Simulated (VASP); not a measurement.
## VASP 6.6.1 run: GaN

INCAR

```
LREAL = .FALSE.
EDIFF = 1E-7
GGA = PS
IBRION = -1
ISMEAR = -1
NSW = 0
LASPH = .TRUE.
SIGMA = 0.02
PREC = Accurate
ISIF = 2
NELM = 82
LCHARG = .FALSE.
LWAVE = .FALSE.
ENCUT = 520
NBANDS = 16
```

KPOINTS

```
KPOINTS created by Atomic Simulation Environment
0
Gamma
10 10 10
0 0 0
```

POSCAR

```
Ga N
 1.0000000000000000
     0.0000000000000000    2.2489526240000002    2.3834399908999999
     2.2489526240000002    0.0000000000000000    2.3834399908999999
     2.2489526240000002    2.2489526240000002    0.0000000000000000
 Ga  N
   1   1
Cartesian
  0.0000000000000000  0.0000000000000000  0.0000000000000000
  3.3734289360000003  3.3734289360000003  3.5751599863500001
```

The recommended PBE PAW datasets give the neutral cell 18 valence electrons.

Command

```
mpirun -np 1 vasp_std
```

Problem. Predict the outcome of this run.

Solution. It converged. Results: gap between bands v and c on the k mesh 1.24 eV; least direct gap on the k mesh 1.24 eV; pressure -9.9 GPa. Band v is the last that the valence electrons fill when counted band by band, and c is the next.

OSZICAR

```
N       E                     dE             d eps       ncg     rms          rms(c)
DAV:   1     0.840350619942E+02    0.84035E+02   -0.92804E+03  3544   0.198E+03
DAV:   2    -0.845991538764E+01   -0.92495E+02   -0.86020E+02  3720   0.331E+02
DAV:   3    -0.147023139210E+02   -0.62424E+01   -0.62156E+01  3808   0.723E+01
DAV:   4    -0.147771736875E+02   -0.74860E-01   -0.74847E-01  4216   0.861E+00
DAV:   5    -0.147781485068E+02   -0.97482E-03   -0.97481E-03  3960   0.857E-01    0.700E+00
DAV:   6    -0.130908008126E+02    0.16873E+01   -0.42943E+00  4936   0.376E+01    0.267E+00
DAV:   7    -0.130749670496E+02    0.15834E-01   -0.24791E-01  3560   0.590E+00    0.169E+00
DAV:   8    -0.130592092207E+02    0.15758E-01   -0.64622E-02  3816   0.251E+00    0.791E-01
DAV:   9    -0.130552555169E+02    0.39537E-02   -0.10495E-02  4696   0.193E+00    0.242E-01
DAV:  10    -0.130554993351E+02   -0.24382E-03   -0.11102E-03  3688   0.363E-01    0.176E-01
DAV:  11    -0.130554529431E+02    0.46392E-04   -0.12226E-04  5032   0.216E-01    0.315E-02
DAV:  12    -0.130554536481E+02   -0.70505E-06   -0.12600E-05  3704   0.351E-02    0.173E-02
DAV:  13    -0.130554535601E+02    0.88034E-07   -0.75645E-07  4720   0.108E-02
   1 F= -.13055454E+02 E0= -.13055454E+02  d E =-.297338E-10
```

For comparison, a separate PBE run of the intended cell, on usual settings and not on those above, gives a gap of 1.28 eV on its mesh and a pressure of -4.0 GPa.
